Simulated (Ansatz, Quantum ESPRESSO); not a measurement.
# Charging honeycomb BAs, 2 layers, AB stacking, part 4 of 4

How does the Fermi level of honeycomb BAs, 2 layers, AB stacking move as charge is added against a counter-electrode?

Quantum ESPRESSO 7.5; plane-wave DFT, PBEsol, GBRV ultrasoft pseudopotentials; geometry by Ansatz 0.2.0 with PAW datasets.

So far. Step 8 (Self-consistent run: charge 0.0597 e): The electrode's potential over the Fermi level goes from 8.049 to 11.135 eV, the far face's from 4.908 to 4.929 eV. Step 8 (Self-consistent run: charge 0.0597 e): Gauss's law asks for a slope of 180.95 q/A = 1.098 eV/Å in the gap; the run gives 1.099.

### 10. SCF with pw.x: between two electrodes with a field of 0.004 Ry/bohr

bc2 puts electrodes at both ends of the cell; esm_efield times the cell length sets the bias between them, and the slab stays neutral.

Input file bc2.in:

```
&control
  prefix = 'bc2'
  outdir = './out'
  pseudo_dir = './pseudo'
  calculation = 'scf'
  tprnfor = .true.
/
&system
  ibrav = 0
  nat = 4
  ntyp = 2
  ecutwfc = 40
  ecutrho = 200
  occupations = 'smearing'
  smearing = 'fd'
  degauss = 0.004
  assume_isolated = 'esm'
  esm_bc = 'bc2'
  esm_efield = 0.004
/
&electrons
  conv_thr = 1e-07
  mixing_beta = 0.4
  electron_maxstep = 120
  mixing_mode = 'local-TF'
/
ATOMIC_SPECIES
  As  74.9216  as_pbesol_v1.uspp.F.UPF
  B   10.8100  b_pbesol_v1.4.uspp.F.UPF
CELL_PARAMETERS angstrom
  3.37073651415952 0.00000000000000 -0.00000000000000
  -1.68536825707976 2.91914345072595 -0.00000000000000
  -0.00000000000000 -0.00000000000000 19.30000000000000
ATOMIC_POSITIONS crystal
  As  0.666666666667 0.333333333333 -0.092706515409
  B   0.333333333333 0.666666666667 -0.095332293520
  As  0.000000000000 -0.000000000000 0.095332293520
  B   0.666666666667 0.333333333333 0.092832689038
K_POINTS automatic
  24 24 1 0 0 0
```

The run is started by

```sh
> OMP_NUM_THREADS=1 mpirun -n 4 pw.x -nk 4 -in bc2.in > bc2.out
```

Output:

```text
[banner, memory and clock lines left out]
Program PWSCF v.7.5 starts
[citation notice left out]

[...]
Message from routine setup:
[...]
bravais-lattice index     =            0
     lattice parameter (alat)  =       6.3698  a.u.
     unit-cell volume          =    1281.5459 (a.u.)^3
     number of atoms/cell      =            4
     number of atomic types    =            2
     number of electrons       =        16.00
     number of Kohn-Sham states=           12
     kinetic-energy cutoff     =      40.0000  Ry
     charge density cutoff     =     200.0000  Ry
     scf convergence threshold =      1.0E-07
     mixing beta               =       0.4000
     number of iterations used =            8  local-TF  mixing
     Exchange-correlation= SLA  PW   PSX  PSC
                           (   1   4  10   8   0   0   0)

     Effective Screening Medium Method
     Boundary Conditions: Metal-Slab-Metal
     total charge in unit cell        =   0.0000
     field strength                   =   0.0040 Ry/a.u.
     grid points for fit at edges     =        4

[...]
PseudoPot. # 1 for As read from file:
     ./pseudo/as_pbesol_v1.uspp.F.UPF
     Pseudo is Ultrasoft + core correction, Zval =  5.0
     Generated by new atomic code, or converted to UPF format
     Using radial grid of  875 points,  6 beta functions with:
                l(1) =   0
                l(2) =   0
                l(3) =   1
                l(4) =   1
                l(5) =   2
                l(6) =   2
     Q(r) pseudized with  8 coefficients,  rinner =    1.300   1.300   1.300
                                                       1.300   1.300

     PseudoPot. # 2 for B  read from file:
     ./pseudo/b_pbesol_v1.4.uspp.F.UPF
     Pseudo is Ultrasoft + core correction, Zval =  3.0
     Generated by new atomic code, or converted to UPF format
     Using radial grid of  781 points,  4 beta functions with:
                l(1) =   0
                l(2) =   0
                l(3) =   1
                l(4) =   1
     Q(r) pseudized with  8 coefficients,  rinner =    1.100   1.100   1.100

     atomic species   valence    mass     pseudopotential
     As                5.00    74.92160     As( 1.00)
     B                 3.00    10.81000     B ( 1.00)

      6 Sym. Ops. (no inversion) found

[...]
number of k points=    61  Fermi-Dirac smearing, width (Ry)=  0.0040
[...]
Dense  grid:    61227 G-vectors     FFT dimensions: (  30,  30, 180)

     Smooth grid:    43713 G-vectors     FFT dimensions: (  25,  25, 150)

     Initial potential from superposition of free atoms

     starting charge      15.9990, renormalised to      16.0000

     negative rho (up, down):  7.693E-05 0.000E+00
     Starting wfcs are   16 randomized atomic wfcs

     per-process dynamical memory:    57.5 Mb

     Self-consistent Calculation

     iteration #  1     ecut=    40.00 Ry     beta= 0.40
     Davidson diagonalization with overlap
     ethr =  1.00E-02,  avg # of iterations =  4.6

     negative rho (up, down):  2.472E-04 0.000E+00

     total energy              =     -92.44918986 Ry
     estimated scf accuracy    <       0.16735123 Ry

     iteration #  2     ecut=    40.00 Ry     beta= 0.40
[...]
negative rho (up, down):  2.034E-05 0.000E+00

[...]
total energy              =     -92.50602312 Ry
     estimated scf accuracy    <       0.07776335 Ry

     iteration #  3     ecut=    40.00 Ry     beta= 0.40
[...]
total energy              =     -92.53162801 Ry
     estimated scf accuracy    <       0.02605493 Ry

     iteration #  4     ecut=    40.00 Ry     beta= 0.40
[...]
c_bands:  1 eigenvalues not converged
[...]
total energy              =     -92.54647077 Ry
     estimated scf accuracy    <       0.01159403 Ry

     iteration #  5     ecut=    40.00 Ry     beta= 0.40
[...]
c_bands:  1 eigenvalues not converged
     c_bands:  2 eigenvalues not converged
[...]
total energy              =     -92.55000888 Ry
     estimated scf accuracy    <       0.01599236 Ry

     iteration #  6     ecut=    40.00 Ry     beta= 0.40
[...]
total energy              =     -92.55175924 Ry
     estimated scf accuracy    <       0.01264329 Ry

[...]
iteration # 31     ecut=    40.00 Ry     beta= 0.40
[...]
c_bands:  1 eigenvalues not converged
     c_bands:  1 eigenvalues not converged
[...]
negative rho (up, down):  1.769E-04 0.000E+00

[...]
total energy              =     -92.54774771 Ry
     estimated scf accuracy    <       0.00000056 Ry

     iteration # 32     ecut=    40.00 Ry     beta= 0.40
[...]
negative rho (up, down):  2.002E-04 0.000E+00

[...]
total energy              =     -92.54774224 Ry
     estimated scf accuracy    <       0.00000014 Ry

     iteration # 33     ecut=    40.00 Ry     beta= 0.40
[...]
c_bands:  1 eigenvalues not converged
[...]
negative rho (up, down):  1.935E-04 0.000E+00

[...]
total energy              =     -92.54774457 Ry
     estimated scf accuracy    <       0.00000016 Ry

     iteration # 34     ecut=    40.00 Ry     beta= 0.40
[...]
negative rho (up, down):  1.968E-04 0.000E+00

[...]
End of self-consistent calculation

          k = 0.0000 0.0000 0.0000 (  5437 PWs)   bands (ev):

   -18.0379 -17.7987  -8.7072  -7.2642  -5.5683  -5.5683  -5.5040  -5.5040
    -0.3128  -0.1795   0.0433   0.8181

          k = 0.0000 0.0481 0.0000 (  5481 PWs)   bands (ev):

   -18.0133 -17.7745  -8.6793  -7.2376  -5.7442  -5.6728  -5.6273  -5.5583
    -0.2793  -0.1155   0.0960   0.9287

[...]
the Fermi energy is    -3.6592 ev

!    total energy              =     -92.54774472 Ry
     estimated scf accuracy    <       0.00000004 Ry
     smearing contrib. (-TS)   =      -0.00000260 Ry
     internal energy E=F+TS    =     -92.54774212 Ry

     The total energy is F=E-TS. E is the sum of the following terms:
     one-electron contribution =   -1286.21910184 Ry
     hartree contribution      =     644.94314220 Ry
     xc contribution           =     -68.33252976 Ry
     ewald contribution        =     617.06074727 Ry

     convergence has been achieved in  34 iterations

     negative rho (up, down):  1.968E-04 0.000E+00

     Forces acting on atoms (cartesian axes, Ry/au):

     atom    1 type  1   force =     0.00000000    0.00000000   -0.00119106
     atom    2 type  2   force =     0.00000000    0.00000000   -0.00000905
     atom    3 type  1   force =     0.00000000    0.00000000    0.00092623
     atom    4 type  2   force =     0.00000000    0.00000000    0.00026581

     Total force =     0.001532     Total SCF correction =     0.000517
     SCF correction compared to forces is large: reduce conv_thr to get better values

[...]
```

Wall time 80 s (4 MPI ranks of Arm Neoverse V2, shared host); peak memory 0.57 GiB.

Numbers from this step:

```
Fermi energy                                                   : -3.659 eV
slope of the potential below                                   : -0.1561 eV/Å
vacuum line at the lower end of the cell, over the Fermi level : 5.644 eV
slope of the potential above                                   : -0.1561 eV/Å
vacuum line at the upper end of the cell, over the Fermi level : 3.660 eV
```

Electrostatic potential energy of an electron; zero at the Fermi level, which the smearing puts inside the gap. The potential energy, planar mean by z:

```tsv
z (Å)	potential energy, planar mean (eV)
-9.5	5.62
-9.0	5.54
-8.5	5.46
-8.0	5.39
-7.5	5.31
-7.0	5.23
-6.5	5.15
-6.0	5.07
-5.5	4.99
-5.0	4.91
-4.5	4.82
-4.0	4.65
-3.5	4.18
-3.0	2.46
-2.5	-3.75
-2.0	15.2
-1.5	12.3
-1.0	-1.96
-0.5	2.97
0.0	4.03
0.5	3.14
1.0	-1.54
1.5	8.11
2.0	18.1
2.5	-3.19
3.0	2.30
3.5	4.04
4.0	4.41
4.5	4.43
5.0	4.38
5.5	4.31
6.0	4.23
6.5	4.15
7.0	4.07
7.5	4.00
8.0	3.92
8.5	3.84
9.0	3.76
9.5	3.68
```

The set field of 0.103 V/Å over 19.3 Å is a bias of 1.98 V; the two ends of the cell differ by 1.98 eV. The slope in the vacuum is 0.156 eV/Å in size, more than the set field, because the slab carries little of the drop.

### 11. Ground state, with K_POINTS = [8, 8, 1] and nosym = True

A sensitivity test on the input.

Input file q3.w0.in:

```
&control
  prefix = 'q3.w0'
  outdir = './out'
  pseudo_dir = './pseudo'
  calculation = 'scf'
  tprnfor = .true.
/
&system
  ibrav = 0
  nat = 4
  ntyp = 2
  ecutwfc = 40
  ecutrho = 200
  occupations = 'smearing'
  smearing = 'fd'
  degauss = 0.004
  assume_isolated = 'esm'
  esm_bc = 'bc3'
  tot_charge = 0.0149
  nosym = .true.
/
&electrons
  conv_thr = 1e-08
  mixing_beta = 0.4
  electron_maxstep = 120
  mixing_mode = 'local-TF'
/
ATOMIC_SPECIES
  As  74.9216  as_pbesol_v1.uspp.F.UPF
  B   10.8100  b_pbesol_v1.4.uspp.F.UPF
CELL_PARAMETERS angstrom
  3.37073651415952 0.00000000000000 -0.00000000000000
  -1.68536825707976 2.91914345072595 -0.00000000000000
  -0.00000000000000 -0.00000000000000 19.30000000000000
ATOMIC_POSITIONS crystal
  As  0.666666666667 0.333333333333 -0.040893043906
  B   0.333333333333 0.666666666667 -0.043518822017
  As  0.000000000000 -0.000000000000 0.147145765023
  B   0.666666666667 0.333333333333 0.144646160541
K_POINTS automatic
  8 8 1 0 0 0
```

The run is started by

```sh
> OMP_NUM_THREADS=1 mpirun -n 4 pw.x -nk 4 -in q3.w0.in > q3.w0.out
```

Output:

```text
[banner, memory and clock lines left out]
Program PWSCF v.7.5 starts
[citation notice left out]

[...]
bravais-lattice index     =            0
     lattice parameter (alat)  =       6.3698  a.u.
     unit-cell volume          =    1281.5459 (a.u.)^3
     number of atoms/cell      =            4
     number of atomic types    =            2
     number of electrons       =        15.99
     number of Kohn-Sham states=           12
     kinetic-energy cutoff     =      40.0000  Ry
     charge density cutoff     =     200.0000  Ry
     scf convergence threshold =      1.0E-08
     mixing beta               =       0.4000
     number of iterations used =            8  local-TF  mixing
     Exchange-correlation= SLA  PW   PSX  PSC
                           (   1   4  10   8   0   0   0)

     Effective Screening Medium Method
     Boundary Conditions: Vacuum-Slab-Metal
     total charge in unit cell        =   0.0149
     grid points for fit at edges     =        4

[...]
PseudoPot. # 1 for As read from file:
     ./pseudo/as_pbesol_v1.uspp.F.UPF
     Pseudo is Ultrasoft + core correction, Zval =  5.0
     Generated by new atomic code, or converted to UPF format
     Using radial grid of  875 points,  6 beta functions with:
                l(1) =   0
                l(2) =   0
                l(3) =   1
                l(4) =   1
                l(5) =   2
                l(6) =   2
     Q(r) pseudized with  8 coefficients,  rinner =    1.300   1.300   1.300
                                                       1.300   1.300

     PseudoPot. # 2 for B  read from file:
     ./pseudo/b_pbesol_v1.4.uspp.F.UPF
     Pseudo is Ultrasoft + core correction, Zval =  3.0
     Generated by new atomic code, or converted to UPF format
     Using radial grid of  781 points,  4 beta functions with:
                l(1) =   0
                l(2) =   0
                l(3) =   1
                l(4) =   1
     Q(r) pseudized with  8 coefficients,  rinner =    1.100   1.100   1.100

     atomic species   valence    mass     pseudopotential
     As                5.00    74.92160     As( 1.00)
     B                 3.00    10.81000     B ( 1.00)

     No symmetry found

[...]
number of k points=    34  Fermi-Dirac smearing, width (Ry)=  0.0040
[...]
Dense  grid:    61227 G-vectors     FFT dimensions: (  30,  30, 180)

     Smooth grid:    43713 G-vectors     FFT dimensions: (  25,  25, 150)

     Initial potential from superposition of free atoms

     starting charge      15.9990, renormalised to      15.9851

     negative rho (up, down):  7.631E-05 0.000E+00
     Starting wfcs are   16 randomized atomic wfcs

     per-process dynamical memory:    45.7 Mb

     Self-consistent Calculation

     iteration #  1     ecut=    40.00 Ry     beta= 0.40
     Davidson diagonalization with overlap
     ethr =  1.00E-02,  avg # of iterations =  4.6

     negative rho (up, down):  1.899E-04 0.000E+00

     total energy              =     -92.43947741 Ry
     estimated scf accuracy    <       0.18566614 Ry

     iteration #  2     ecut=    40.00 Ry     beta= 0.40
[...]
negative rho (up, down):  4.335E-05 0.000E+00

[...]
total energy              =     -92.49534182 Ry
     estimated scf accuracy    <       0.08110748 Ry

     iteration #  3     ecut=    40.00 Ry     beta= 0.40
[...]
negative rho (up, down):  3.625E-08 0.000E+00

[...]
total energy              =     -92.52660184 Ry
     estimated scf accuracy    <       0.02715504 Ry

     iteration #  4     ecut=    40.00 Ry     beta= 0.40
[...]
c_bands:  1 eigenvalues not converged
[...]
negative rho (up, down):  1.217E-08 0.000E+00

[...]
total energy              =     -92.53756476 Ry
     estimated scf accuracy    <       0.01355203 Ry

     iteration #  5     ecut=    40.00 Ry     beta= 0.40
[...]
c_bands:  1 eigenvalues not converged
[...]
total energy              =     -92.54258590 Ry
     estimated scf accuracy    <       0.00883888 Ry

     iteration #  6     ecut=    40.00 Ry     beta= 0.40
[...]
total energy              =     -92.54404974 Ry
     estimated scf accuracy    <       0.01130200 Ry

[...]
iteration # 29     ecut=    40.00 Ry     beta= 0.40
[...]
negative rho (up, down):  2.047E-04 0.000E+00

[...]
total energy              =     -92.54129041 Ry
     estimated scf accuracy    <       0.00000314 Ry

     iteration # 30     ecut=    40.00 Ry     beta= 0.40
[...]
negative rho (up, down):  1.970E-04 0.000E+00

[...]
total energy              =     -92.54128779 Ry
     estimated scf accuracy    <       0.00000097 Ry

     iteration # 31     ecut=    40.00 Ry     beta= 0.40
[...]
negative rho (up, down):  2.005E-04 0.000E+00

[...]
total energy              =     -92.54128656 Ry
     estimated scf accuracy    <       0.00000002 Ry

     iteration # 32     ecut=    40.00 Ry     beta= 0.40
[...]
negative rho (up, down):  2.008E-04 0.000E+00

[...]
End of self-consistent calculation

          k = 0.0000 0.0000 0.0000 (  5437 PWs)   bands (ev):

   -20.5876 -20.3104 -11.2343  -9.7794  -8.1374  -8.1374  -7.9947  -7.9947
    -2.7556  -2.6358  -2.4675  -1.8055

          k = 0.0000 0.1443 0.0000 (  5511 PWs)   bands (ev):

   -20.3684 -20.0939 -10.9842  -9.5488  -9.4230  -9.2596  -8.5869  -8.4297
    -2.7712  -2.5400  -2.3818  -1.5338

[...]
the Fermi energy is    -6.5821 ev

!    total energy              =     -92.54128899 Ry
     estimated scf accuracy    <          9.0E-09 Ry
     smearing contrib. (-TS)   =      -0.00020824 Ry
     internal energy E=F+TS    =     -92.54108074 Ry

     The total energy is F=E-TS. E is the sum of the following terms:
     one-electron contribution =   -2606.75261173 Ry
     hartree contribution      =    1303.72044442 Ry
     xc contribution           =     -68.32389772 Ry
     ewald contribution        =    1278.81498429 Ry

     convergence has been achieved in  32 iterations

     negative rho (up, down):  2.008E-04 0.000E+00

     Forces acting on atoms (cartesian axes, Ry/au):

     atom    1 type  1   force =    -0.00000068    0.00000011   -0.00078119
     atom    2 type  2   force =    -0.00000017   -0.00000018   -0.00028447
     atom    3 type  1   force =     0.00000027   -0.00000021    0.00096116
     atom    4 type  2   force =     0.00000058    0.00000028    0.00019322

     Total force =     0.001285     Total SCF correction =     0.000245
     SCF correction compared to forces is large: reduce conv_thr to get better values

[...]
```

It took 52 s on 4 MPI ranks; peak memory 0.52 GiB.

The changed values were drawn from a wide range, not chosen for quality; the comparison shows what they did here together.

Beside the run it was changed from:

```tsv
quantity	this run	unchanged run	difference
vacuum line at the upper end of the cell, over the Fermi level (eV)	6.582	6.494	0.088
vacuum line at the lower end of the cell, over the Fermi level (eV)	4.981	4.882	0.099
wall time (s)	52	68	
SCF iterations	32	19
```

This run starts from superposed atoms, the unchanged one from a saved density, so their iteration counts don't compare.

Levels move by up to 99 meV, so the change matters at the level of the results.

### 12. Ground state, with nbnd = 4

One more run, with a changed input.

Input file q3.bad.in:

```
&control
  prefix = 'q3.bad'
  outdir = './out'
  pseudo_dir = './pseudo'
  calculation = 'scf'
  tprnfor = .true.
/
&system
  ibrav = 0
  nat = 4
  ntyp = 2
  ecutwfc = 40
  ecutrho = 200
  occupations = 'smearing'
  smearing = 'fd'
  degauss = 0.004
  assume_isolated = 'esm'
  esm_bc = 'bc3'
  tot_charge = 0.0149
  nbnd = 4
/
&electrons
  conv_thr = 1e-08
  mixing_beta = 0.4
  electron_maxstep = 60
  mixing_mode = 'local-TF'
/
ATOMIC_SPECIES
  As  74.9216  as_pbesol_v1.uspp.F.UPF
  B   10.8100  b_pbesol_v1.4.uspp.F.UPF
CELL_PARAMETERS angstrom
  3.37073651415952 0.00000000000000 -0.00000000000000
  -1.68536825707976 2.91914345072595 -0.00000000000000
  -0.00000000000000 -0.00000000000000 19.30000000000000
ATOMIC_POSITIONS crystal
  As  0.666666666667 0.333333333333 -0.040893043906
  B   0.333333333333 0.666666666667 -0.043518822017
  As  0.000000000000 -0.000000000000 0.147145765023
  B   0.666666666667 0.333333333333 0.144646160541
K_POINTS automatic
  24 24 1 0 0 0
```

The run is started by

```sh
> OMP_NUM_THREADS=1 mpirun -n 4 pw.x -nk 4 -in q3.bad.in > q3.bad.out
```

Output:

```text
[banner, memory and clock lines left out]
Program PWSCF v.7.5 starts

          URL

 %%%%%%%%%%%%%%%%%%%%%%%%%%%%%%%%%%%%%%%%%%%%%%%%%%%%%%%%%%%%%%%%%%%%%%%%%%%%%%
     Error in routine setup (1):
     too few bands
 %%%%%%%%%%%%%%%%%%%%%%%%%%%%%%%%%%%%%%%%%%%%%%%%%%%%%%%%%%%%%%%%%%%%%%%%%%%%%%

     stopping ...
[the rest left out]
```

Wall time 0.59 s (4 MPI ranks); peak memory 0.09 GiB.

The program refused the input before any cycle.

The fault put into the input: too few bands (system.nbnd = 4).

The message: “setup (1): too few bands”. nbnd must at least hold the electrons; leave it out or raise it.

### 13. A check by hand

Between the smallest and the largest positive charge, Δq = 0.0448 e on A = 9.840 Å² and ΔV = 4.642 V. C = Δq/(A ΔV) = 9.8091e-04 e/(V Å²) = 1.57 µF/cm² (1 e/Å² = 1602 µC/cm²). A plate capacitor with that value has a gap of ε₀/C = 8.854/1.57 = 5.63 Å.

### 14. Outcome

| Item | Value |
| --- | --- |
| capacitance with electrons added | 1.51 μF/cm² |
| capacitance with holes added | 1.57 μF/cm² |
| top atoms to the electrode | 6.81 Å |
| far vacuum over the Fermi level at the smaller electron charge | 4.30 eV |
| far vacuum over the Fermi level at the smaller hole charge | 4.88 eV |

In words: Across 6.8 Å of vacuum the capacitance comes to 1.51 μF/cm² with electrons added and 1.57 μF/cm² with holes added (PBEsol, GBRV ultrasoft). The sheet has a gap. Between the smallest electron and hole charges the Fermi level crosses it, a jump of 0.58 eV on the far face, so zero charge holds over a whole range of potentials and the capacitance dips there. On the doped sides ε₀/C comes to 5.86 Å (electrons) and 5.64 Å (holes), against 6.81 Å from the top atoms to the electrode: the reach of the charge in front of the atoms shortens it, the sheet's density of states lengthens it. The ions are fixed at the PBE-D3(BJ) geometry, so no force or energy of the charged cells enters. The mesh and the smearing resolve small carrier pockets only roughly. Spin-orbit coupling is left out; depending on the atoms that carry the levels of interest, it can split and shift them by tens to hundreds of meV.

[Logs are printed without paths, hosts, clocks, repeated set-up lines and the standing remarks that a program may print on its own settings, such as how far it seeks lower states.]

[Hosts, paths, dates, database ids (printed as entryN), source tags and the programs' standing remarks are cut or masked in the printed files.]

[Maps of the electrostatic potential energy from Ansatz leave out the sawtooth potential of an applied field or a dipole correction, so their vacuum need not be flat; planar profiles and work functions include it.]
